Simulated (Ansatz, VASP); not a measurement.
## Sb2Ru in two plane-wave programs

Aim: how closely do two programs agree when they are given the same cell, functional and k mesh?

Calculated with Ansatz 0.2.0; plane waves, with VASP 6.6.1 beside it; relaxation of cell and atoms at PBEsol and relaxation of cell and atoms at BLYP with D3(BJ).

## 1. The starting structure

Symmetry: Pnnm, No. 58, orthorhombic system. The conventional cell has a = 5.951 Å, b = 6.674 Å, c = 3.179 Å, α = 90.00°, β = 90.00°, γ = 90.00°. Sb has 3 Ru at 2.63 to 2.65 Å and 1 Sb at 2.86 Å nearest. Nearest to Ru lie 6 Sb at 2.63 to 2.65 Å. Farther neighbours are not listed.

## 2. Ansatz: relaxation of cell and atoms, PBEsol

Ansatz runs on its default PAW (the set named soft_2) files.

The relaxed volume is the usual yardstick between codes: its relative difference is about their pressure difference at one cell divided by the bulk modulus.

File input.yaml:

```yaml
crystal:
  lattice:
    - [5.9514, 0.0, 0.0]
    - [0.0, 6.6743, 0.0]
    - [0.0, 0.0, 3.179]
  atoms:
    - { symbol: Sb, position: [0.1812, 0.359, 0.0] }
    - { symbol: Sb, position: [0.8188, 0.641, 0.0] }
    - { symbol: Sb, position: [0.6812, 0.141, 0.5] }
    - { symbol: Sb, position: [0.3188, 0.859, 0.5] }
    - { symbol: Ru, position: [0.0, 0.0, 0.0] }
    - { symbol: Ru, position: [0.5, 0.5, 0.5] }
hamiltonian:
  xc: pbesol
  pseudopotentials: { kind: paw }
kpoints:
  mp_grid: { grid: [5, 4, 8] }
scf:
  occupations: { method: fermi_dirac, width: 0.05 }
relax:
  f_tol: 0.01
  max_steps: 60
  cell: { stress_tol: 0.05 }
output:
  forces: true
  stress: true
```

Command:

```console
$ ansatz run input.yaml --threads 4 --pin off --max-ram 9216MiB --backend cpu --events-out ev --progress --plain --runs-dir out
```

Numbers of over 12 decimals in the logs are rounded to 6 here.

Output:

```text
Engine: ansatz 0.2.0, x86_64-unknown-linux-gnu
Pseudopotentials: kind: paw
Pseudopotential: Sb, paw, valence charge 15, recommended cutoff 420 eV (normal), Sb.paw.azcp
Pseudopotential: Ru, paw, valence charge 16, recommended cutoff 420 eV (normal), Ru.paw.azcp
Functional definition: PBEsol
  exchange = pbesol_x
  correlation = pbesol_c
Crystal: 6 atoms, lattice volume = 126.274 Å³
Basis set: ecut = 420 eV, 2471 PW (Γ), exchange–correlation on 80×90×48 points (8 copies of the dense FFT grid, shifted against one another)
Bands: 56, of which v1, the nominal top of the filled ones, is band 46 counted from 1 (45 counted from 0)
Symmetry: 8 space group operations
Space group: Pnnm (ITA 58), of the structure as read, at distance tolerance 5.0e-5 Å
k-points: 45 of 160
Non-local potential: Sb, projectors of the file, l = 0: 2, l = 1: 2, l = 2: 2, l = 3: 2
Non-local potential: Ru, projectors of the file, l = 0: 3, l = 1: 2, l = 2: 2, l = 3: 1
PAW form: soft (Blöchl's): semilocal exchange-correlation on the pseudo side does not see the compensation charge
PAW frozen core: Sb, regenerated for the run's functional, and the local potential with it (the file was generated under x = pbe(κ = 0.804, μ = 0.219515), c = pbe(β = 0.066725))
PAW frozen core: Ru, regenerated for the run's functional, and the local potential with it (the file was generated under x = pbe(κ = 0.804, μ = 0.219515), c = pbe(β = 0.066725))
PAW one-centre angular grid: Sb, 590 points (default); XC on 64 Gauss nodes
PAW one-centre angular grid: Ru, 590 points (default); XC on 64 Gauss nodes
Initial density: superposition of atomic densities (neutral atoms: chi_scale 0, normalization atom), corrected by the library's trained network
Initial wavefunctions: pseudopotential atomic-orbital guess
Functional: x = pbesol(κ = 0.804, μ = 0.123457), c = pbesol(β = 0.046)
SCF iter   1: F=—  HF=-37266.901943 eV  |F-HF|=—  |Δ(HF+E_count)|=         —  Δρ=7.88e-3  dr2=1.10e-1  ethr=1.77e-3  ⟨swp⟩=6.6  Hψ=9591  notcnv=0  defer=16
preconditioner: auto → Resta (q_TF=auto, 2.588 Å⁻¹)  ε∞=3.0  [insulator: Δε(μ)=0.210 eV  Ē_g=20.613 eV  σ=0.050 eV  W_gap=0.77  n_scr=38 (ndim 8)  ℏωp=28.8 eV  f_vac=0.000  D(μ)=0.17/eV (n_scr^D=0)  ε∞_Penn≈3.0]
SCF iter   2: F=—  HF=-37266.886633 eV  |F-HF|=—  |Δ(HF+E_count)|=   1.53e-2  Δρ=3.03e-3  dr2=1.74e-2  ethr=1.19e-4  ⟨swp⟩=2.0  Hψ=3440  notcnv=0  defer=82
SCF iter   3: F=—  HF=-37266.884167 eV  |F-HF|=—  |Δ(HF+E_count)|=   2.47e-3  Δρ=4.30e-4  dr2=2.01e-4  ethr=1.89e-5  ⟨swp⟩=2.1  Hψ=2828  notcnv=0  defer=82
SCF iter   4: F=—  HF=-37266.884165 eV  |F-HF|=—  |Δ(HF+E_count)|=   1.88e-6  Δρ=6.11e-5  dr2=3.53e-6  ethr=2.18e-7  ⟨swp⟩=2.1  Hψ=4439  notcnv=0  defer=82
SCF iter   5: F=—  HF=-37266.884175 eV  |F-HF|=—  |Δ(HF+E_count)|=   9.57e-6  Δρ=1.83e-5  dr2=2.67e-7  ethr=3.84e-9  ⟨swp⟩=2.0  Hψ=4322  notcnv=0  defer=82
SCF iter   6: F=-37266.884175 eV  HF=-37266.884175 eV  |F-HF|=3.07e-9  |Δ(HF+E_count)|=   2.22e-8  Δρ=3.12e-6  dr2=1.07e-8  ethr=1.09e-10  ⟨swp⟩=4.3  Hψ=8934  notcnv=0
SCF 1 converged in 6 iterations: F = -37266.884175 eV  dr2 = 1.07e-8
  greatest PAW one-centre occupation: 0.999 electrons in one spin orbital (limit 2), on the Ru atom at site 5 (counted from 0), in its partial waves of l = 0
relax step   1: F+E_penalty+E_count = -37266.88417489 eV  Δ(F+E_penalty+E_count) = +0.000e0 eV  max|allowed force component| = 1.538e-1 eV/Å  Δτ_max = 0.0000 Å  P = -0.244 GPa  Ω = 126.274 Å³  (6 SCF iters, dr2 threshold 1.00e-7 eV, accepted)
[...]
relax step   2: F+E_penalty+E_count = -37266.85763347 eV  Δ(F+E_penalty+E_count) = +2.654e-2 eV  max|allowed force component| = 3.369e-1 eV/Å  Δτ_max = 0.0475 Å  P = +0.075 GPa  Ω = 126.249 Å³  energy of the carried Pulay correction = +8.897e-6 eV  (6 SCF iters, dr2 threshold 6.00e-7 eV, rejected (line search))
[...]
relax step   3: F+E_penalty+E_count = -37266.88865801 eV  Δ(F+E_penalty+E_count) = -4.483e-3 eV  max|allowed force component| = 2.285e-2 eV/Å  Δτ_max = 0.0131 Å  P = -0.004 GPa  Ω = 126.095 Å³  energy of the carried Pulay correction = +6.338e-5 eV  (7 SCF iters, accepted)
[...]
relax step   4: F+E_penalty+E_count = -37266.88871706 eV  Δ(F+E_penalty+E_count) = -5.905e-5 eV  max|allowed force component| = 1.062e-2 eV/Å  Δτ_max = 0.0034 Å  P = +0.034 GPa  Ω = 126.023 Å³  energy of the carried Pulay correction = +8.875e-5 eV  (6 SCF iters, dr2 threshold 3.26e-8 eV, accepted)
[...]
relax step   5: F+E_penalty+E_count = -37266.88883537 eV  Δ(F+E_penalty+E_count) = -1.183e-4 eV  max|allowed force component| = 5.819e-4 eV/Å  Δτ_max = 0.0016 Å  P = -0.001 GPa  Ω = 126.067 Å³  energy of the carried Pulay correction = +7.340e-5 eV  (6 SCF iters, dr2 threshold 4.56e-8 eV, accepted)
[...]
relax step   6: F+E_penalty+E_count = -37266.88877032 eV  Δ(F+E_penalty+E_count) = +6.504e-5 eV  max|allowed force component| = 5.793e-4 eV/Å  Δτ_max = 0.0000 Å  P = -0.001 GPa  Ω = 126.067 Å³  stress off target by 1.82e-2 GPa  SCF on the basis re-selected at this cell (its energy is not comparable with the rows above)  (7 SCF iters)
basis re-selected at this cell: Δ(F+E_penalty+E_count) = +6.504e-5 eV, ΔP = +0.000 GPa vs the last step (what re-selecting the basis moved, of the pressure what is left beyond the Pulay correction that the steps carried, after the strain that the cell walked since its last selection, with what the two solves' SCF thresholds leave and, on support functions, any second-order correction that the steps lacked; it is no m [...]
SCF converged after 7 iterations
Free energy (F): -37266.888770 eV
Harris-Foulkes:  -37266.888770 eV  (|F-HF|=7.28e-12)
Internal energy: -37266.885880 eV  (E = F + TS)
E sigma→0 (E₀):  -37266.887325 eV
Entropy (-TS):   -0.002890 eV (-0.482 meV/atom)
Fermi energy:    14.517386 eV
--- Per-component energies (eV) ---
  E_band       = -752.395061
  E_kinetic    = 1869.378349
  E_local      = -9022.286979  (includes V_loc(G=0)·N_el)
  E_nonlocal   = 2156.347343
  E_hartree    = 3774.809408
  E_xc         = -932.532999
  E_vxc        = -868.992808  (∫ρ·V_xc dr)
  E_paw        = -24806.905237  (= ΣΔE_a)
  E_vpaw       = -2436.459383  (= ΣTr[D̂ρ^β])
  E_aug_tail   = -0.000405  (compensation charges beyond the density's cutoff)
  E_ewald      = -10307.529381
  E_core_change = 1.834020  (= ΣΔE_core)
  E_smearing   = -0.002890  (= −TS)
  E_closure    = 0.000000  (closes the sum)
  Σ components = -37266.888770   (vs F -37266.888770, Δ=0.00e0)
--- Forces (eV/Å), atoms counted from 1 ---
  atom   1  Sb     0.00057927    -0.00001339     0.00000000
  atom   2  Sb    -0.00057927     0.00001339     0.00000000
  atom   3  Sb     0.00057927     0.00001339     0.00000000
  atom   4  Sb    -0.00057927    -0.00001339     0.00000000
  atom   5  Ru     0.00000000     0.00000000     0.00000000
  atom   6  Ru     0.00000000     0.00000000     0.00000000
  max |Σ_I F_I| component: 2.84e-29 eV/Å
--- Stress (GPa, compression-positive) ---
       -0.011993       0.000000       0.000000
        0.000000      -0.009486       0.000000
        0.000000       0.000000       0.018227
  P = ⅓ Tr σ = -0.0011 GPa (-0.011 kbar)
--- Relaxed structure (5 steps of the walk, 4 accepted, 1 SCFs on fresh bases) ---
  F+E_penalty+E_count = -37266.88877032 eV   max|allowed force component| = 5.793e-4 eV/Å   (the final SCF, on the basis selected at the relaxed cell)
  cell:  # Å, volume = 126.0667 Å³
    - [5.957227, 0.0, 0.0]
    - [0.0, 6.664212, 0.0]
    - [0.0, 0.0, 3.175467]
  atoms:
    - { symbol: Sb, position: [0.182106, 0.357356, 0.0] }
    - { symbol: Sb, position: [0.817894, 0.642644, 0.0] }
    - { symbol: Sb, position: [0.682106, 0.142644, 0.5] }
    - { symbol: Sb, position: [0.317894, 0.857356, 0.5] }
    - { symbol: Ru, position: [0, 0, 0.0] }
    - { symbol: Ru, position: [0.5, 0.5, 0.5] }
```

The job ended after 24 s (4 threads of Intel Xeon Platinum 8375C at 2.90GHz (Ice Lake), shared host; peak memory 0.69 GiB; 87 s of CPU time).

## 3. VASP: relaxation of cell and atoms, PBEsol

The same cell, functional, mesh and smearing now go to VASP, with its own data sets and cutoff.

Lines of VASP's logs that name or quote its potential files are left out, and so is its time.

File INCAR:

```
SYSTEM = Sb2Ru
PREC = Accurate
ENCUT = 520
EDIFF = 1E-06
NELM = 100
ISMEAR = -1
SIGMA = 0.05
LREAL = .FALSE.
ALGO = Normal
GGA = PS
NBANDS = 30
LASPH = .TRUE.
LORBIT = 11
LWAVE = .FALSE.
LCHARG = .FALSE.
KPAR = 4
IBRION = 2
NSW = 60
ISIF = 3
EDIFFG = -0.01
```

File POSCAR:

```
Sb2Ru
1.0
    5.9514000000      0.0000000000      0.0000000000
    0.0000000000      6.6743000000      0.0000000000
    0.0000000000      0.0000000000      3.1790000000
Sb Ru
4 2
Direct
    0.1812000000      0.3590000000      0.0000000000
    0.8188000000      0.6410000000      0.0000000000
    0.6812000000      0.1410000000      0.5000000000
    0.3188000000      0.8590000000      0.5000000000
    0.0000000000      0.0000000000      0.0000000000
    0.5000000000      0.5000000000      0.5000000000
```

File KPOINTS:

```
Automatic mesh
0
Gamma
5 4 8
0 0 0
```

PAW data sets: Sb and Ru_pv (PBE family, release 64).

Command:

```console
$ mpirun -np 4 vasp_std
```

Output:

```text
[banner, memory and clock lines left out]
running    4 mpi-ranks, on    1 nodes
 distrk:  each k-point on    1 cores,    4 groups
 distr:  one band on    1 cores,    1 groups

 POSCAR found type information on POSCAR SbRu
 POSCAR found :  2 types and       6 ions
|                                                                             |
|               ----> ADVICE to this user running VASP <----                  |
|                                                                             |
|     You enforced a specific xc type in the INCAR file but a different       |
|     [... a line on the potential file left out ...]
|     I HOPE YOU KNOW WHAT YOU ARE DOING!                                     |
|                                                                             |

 LDA part: xc-table for (Slater+PW92), standard interpolation
 POSCAR, INCAR and KPOINTS ok, starting setup
 FFT: planning ... GRIDC
 FFT: planning ... GRID_SOFT
 FFT: planning ... GRID
 WAVECAR not read
 entering main loop
       N       E                     dE             d eps       ncg     rms          rms(c)
DAV:   1     0.384417197141E+03    0.38442E+03   -0.23156E+04  3164   0.143E+03
DAV:   2    -0.192428748173E+02   -0.40366E+03   -0.38823E+03  3056   0.348E+02
DAV:   3    -0.406749528139E+02   -0.21432E+02   -0.20463E+02  3408   0.750E+01
DAV:   4    -0.411430095373E+02   -0.46806E+00   -0.46671E+00  3084   0.116E+01
DAV:   5    -0.411546520155E+02   -0.11642E-01   -0.11640E-01  3750   0.202E+00    0.145E+01
DAV:   6    -0.404879726942E+02    0.66668E+00   -0.25531E+00  3034   0.121E+01    0.505E+00
DAV:   7    -0.403145350310E+02    0.17344E+00   -0.14109E+00  3118   0.826E+00    0.523E+00
DAV:   8    -0.401540726197E+02    0.16046E+00   -0.58217E-01  2924   0.592E+00    0.451E-01
DAV:   9    -0.401550270204E+02   -0.95440E-03   -0.30344E-02  3430   0.858E-01    0.341E-01
DAV:  10    -0.401542308696E+02    0.79615E-03   -0.30033E-03  3094   0.379E-01    0.964E-02
DAV:  11    -0.401542330572E+02   -0.21876E-05   -0.22520E-04  3056   0.963E-02    0.315E-02
DAV:  12    -0.401542265132E+02    0.65439E-05   -0.37118E-05  3136   0.393E-02    0.822E-03
DAV:  13    -0.401542259242E+02    0.58899E-06   -0.40769E-06  2768   0.132E-02
   1 F= -.40154226E+02 E0= -.40152739E+02  d E =-.401542E+02
[...]
2 F= -.40159225E+02 E0= -.40157645E+02  d E =-.499910E-02
[...]
3 F= -.40159292E+02 E0= -.40157723E+02  d E =-.506645E-02
[...]
4 F= -.40160285E+02 E0= -.40158731E+02  d E =-.992703E-03
[...]
5 F= -.40160804E+02 E0= -.40159245E+02  d E =-.151127E-02
[...]
6 F= -.40160804E+02 E0= -.40159245E+02  d E =-.151136E-02
[...]
7 F= -.40160913E+02 E0= -.40159366E+02  d E =-.108939E-03
 trial-energy change:   -0.000109  1 .order   -0.000109   -0.000308    0.000090
 step:   0.7034(harm=  0.7034)  dis= 0.00064  next Energy=   -40.160923 (dE=-0.119E-03)
 bond charge predicted
       N       E                     dE             d eps       ncg     rms          rms(c)
DAV:   1    -0.401609637965E+02   -0.51426E-04   -0.14503E-03  2754   0.245E-01    0.423E-02
DAV:   2    -0.401609372203E+02    0.26576E-04   -0.12092E-04  3002   0.867E-02    0.221E-02
DAV:   3    -0.401609276559E+02    0.95645E-05   -0.33338E-05  3080   0.442E-02    0.118E-02
DAV:   4    -0.401609245427E+02    0.31132E-05   -0.10368E-05  3122   0.215E-02    0.279E-03
DAV:   5    -0.401609245355E+02    0.71586E-08   -0.71229E-07  1426   0.543E-03
   8 F= -.40160925E+02 E0= -.40159375E+02  d E =-.120793E-03
 curvature:  -0.38 expect dE=-0.140E-04 dE for cont linesearch -0.240E-07
 trial: gam= 0.12248 g(F)=  0.803E-05 g(S)=  0.285E-04 ort =-0.481E-05 (trialstep = 0.867E+00)
 search vector abs. value=  0.409E-04
 reached required accuracy - stopping structural energy minimisation
```

OUTCAR, selected parts (step 3):

```text
ion  position               nearest neighbor table
   1  0.181  0.359  0.000-   5 2.63   6 2.65   6 2.65   2 2.86   3 3.67   3 3.67   3 3.67   3 3.67

  LATTYP: Found a simple orthorhombic cell.
 ALAT       =     3.1790000000
 B/A-ratio  =     1.8720981441
 C/A-ratio  =     2.0994966971

 Subroutine GETGRP returns: Found  8 space group operations
 (whereof  4 operations were pure point group operations)

The static configuration has the point symmetry C_2h.
 The point group associated with its full space group is D_2h.

 Found     45 irreducible k-points:

   k-points           NKPTS =     45   k-points in BZ     NKDIM =     45   number of bands    NBANDS=     30

   dimension x,y,z NGX =    48 NGY =   50 NGZ =   24
   dimension x,y,z NGXF=    96 NGYF=  100 NGZF=   48

   ENCUT  =  520.0 eV  38.22 Ry    6.18 a.u.  11.07 12.41  5.91*2*pi/ulx,y,z

   NELECT =      48.0000    total number of electrons

 k-points in reciprocal lattice and weights: Automatic mesh
   0.00000000  0.00000000  0.00000000       0.006
   0.20000000  0.00000000  0.00000000       0.013
   0.40000000  0.00000000  0.00000000       0.013
   0.00000000  0.25000000  0.00000000       0.013
   0.20000000  0.25000000  0.00000000       0.025
   0.40000000  0.25000000  0.00000000       0.025
   0.00000000  0.50000000  0.00000000       0.006
   0.20000000  0.50000000  0.00000000       0.013
   0.40000000  0.50000000  0.00000000       0.013
[...]
0.20000000  0.50000000  0.50000000       0.013
   0.40000000  0.50000000  0.50000000       0.013

 average (electrostatic) potential at core
       1 -82.6409       2 -82.6409       3 -82.6409       4 -82.6409       5 -69.4658
       6 -69.4658

 E-fermi :   9.5522

 k-point     1 :       0.0000    0.0000    0.0000
  band No.  band energies     occupation
    ...
     20       7.8129      2.00000
     21       8.3628      2.00000
     22       8.8511      2.00000
     23       8.8530      2.00000
     24       8.8864      2.00000
     25      11.2765      0.00000
     26      11.9960      0.00000
     27      13.0130      0.00000
     28      13.4801      0.00000
     29      14.2707      0.00000
    ...

 k-point     2 :       0.2000    0.0000    0.0000
  band No.  band energies     occupation
    ...
     20       7.7979      2.00000
     21       8.7542      2.00000
     22       8.7678      2.00000
     23       8.8211      2.00000
     24       8.8614      2.00000
     25      11.4192      0.00000
     26      12.3318      0.00000
     27      12.7597      0.00000
     28      13.1585      0.00000
     29      14.4705      0.00000
    ...

 k-point     3 :       0.4000    0.0000    0.0000
  band No.  band energies     occupation
    ...
     20       7.8431      2.00000
     21       8.6850      2.00000
     22       8.7896      2.00000
     23       8.8121      2.00000
     24       8.9302      1.99999
     25      12.0247      0.00000
     26      12.3131      0.00000
     27      13.2233      0.00000
     28      13.3532      0.00000
     29      13.9781      0.00000
    ...

  Total       -0.0231524     -0.0176851      0.0519366     -0.0000000      0.0000000      0.0000000
  in kB       -0.2944059     -0.2248836      0.6604256     -0.0000000      0.0000000      0.0000000
  external PRESSURE =       0.0470454 kB  Pullay stress =       0.0000000 kB

  energy-cutoff  :      520.00
  volume of cell :      126.00
      direct lattice vectors                 reciprocal lattice vectors
     5.957410924  0.000000000  0.000000000     0.167858154  0.000000000  0.000000000
    -0.000000000  6.661676898  0.000000000     0.000000000  0.150112354  0.000000000
     0.000000000  0.000000000  3.174822752     0.000000000  0.000000000  0.314978214

 POSITION                                       TOTAL-FORCE (eV/Angst)
 -----------------------------------------------------------------------------------
      1.08695      2.37894      3.17482        -0.003947     -0.005100     -0.000000
      4.87046      4.28274      0.00000         0.003947      0.005100      0.000000
      4.06565      0.95190      1.58741        -0.003947      0.005100     -0.000000
      1.89176      5.70977      1.58741         0.003947     -0.005100      0.000000
      0.00000      0.00000      0.00000         0.000000      0.000000      0.000000
      2.97871      3.33084      1.58741        -0.000000      0.000000      0.000000
 -----------------------------------------------------------------------------------
    total drift:                                0.000000     -0.000000     -0.000000

  FREE ENERGIE OF THE ION-ELECTRON SYSTEM (eV)
  ---------------------------------------------------
  free  energy   TOTEN  =       -40.1609245355 eV

  energy  without entropy=      -40.1578263816  energy(sigma->0) =      -40.15937546

 reached required accuracy - stopping structural energy minimisation

 total charge
# of ion       s       p       d       tot
------------------------------------------
    1        1.145   1.238   0.071   2.454
    2        1.145   1.238   0.071   2.454
    3        1.145   1.238   0.071   2.454
    4        1.145   1.238   0.071   2.454
    5        0.308   6.256   6.169  12.732
    6        0.308   6.256   6.169  12.732
--------------------------------------------------
tot          5.197  17.462  12.622  35.282

[... 3 further parts left out ...]
```

CONTCAR:

```
Sb2Ru
   1.00000000000000
     5.9574109244792792    0.0000000000000000    0.0000000000000000
    -0.0000000000000000    6.6616768976593370    0.0000000000000000
     0.0000000000000000    0.0000000000000000    3.1748227518659151
  Sb              Ru
     4     2
Direct
     0.1824530737855437    0.3571077180436928    1.0000000000000000
     0.8175469262144562    0.6428922819563072    0.0000000000000000
     0.6824530737855438    0.1428922819563072    0.5000000000000000
     0.3175469262144563    0.8571077180436928    0.5000000000000000
     0.0000000000000000    0.0000000000000000    0.0000000000000000
     0.5000000000000000    0.5000000000000000    0.5000000000000000
```

The run keeps the 8 symmetry operations of its start, so it cannot find a distortion of lower symmetry.

## 4. Side by side

Known differences besides the potentials themselves: both relaxations stop at a tolerance, which leaves soft axes loose, and VASP keeps its plane-wave basis; the data sets hold 92 valence electrons in Ansatz (default PAW (the set named soft_2) files) and 48 in VASP; the cutoff is 420 eV in Ansatz and 520 eV in VASP; Ansatz makes its cores anew for this functional, VASP keeps those of its PBE data sets; Ansatz adds a Pulay correction to the stress that steers its cell, VASP none. Total energies have different zeros and are not compared.

Both answers:

```tsv
quantity	Ansatz	VASP	difference
volume (Å³)	126.07	126.00	+0.06 %
edge a after relaxation, in the typed setting (Å)	5.957	5.957	+0.00 %
edge b after relaxation, in the typed setting (Å)	6.664	6.662	+0.04 %
edge c after relaxation, in the typed setting (Å)	3.175	3.175	+0.02 %
```

The walks stopped with 0.00 GPa left in Ansatz and 0.00 GPa in VASP; each walk ends within a tolerance, so the volume difference is uncertain by about these residues over the bulk modulus, most in soft cells.

(Part 1 of 2 ends here.)

[Lines on the potential files, build, host, timing and source positions are cut from VASP's logs without a mark.]

[Logs are printed without paths, hosts, clocks, repeated set-up lines and the standing remarks that a program may print on its own settings, such as how far it seeks lower states.]

[Hosts, paths, dates, database ids (printed as entryN), source tags and the programs' standing remarks are cut or masked in the printed files.]
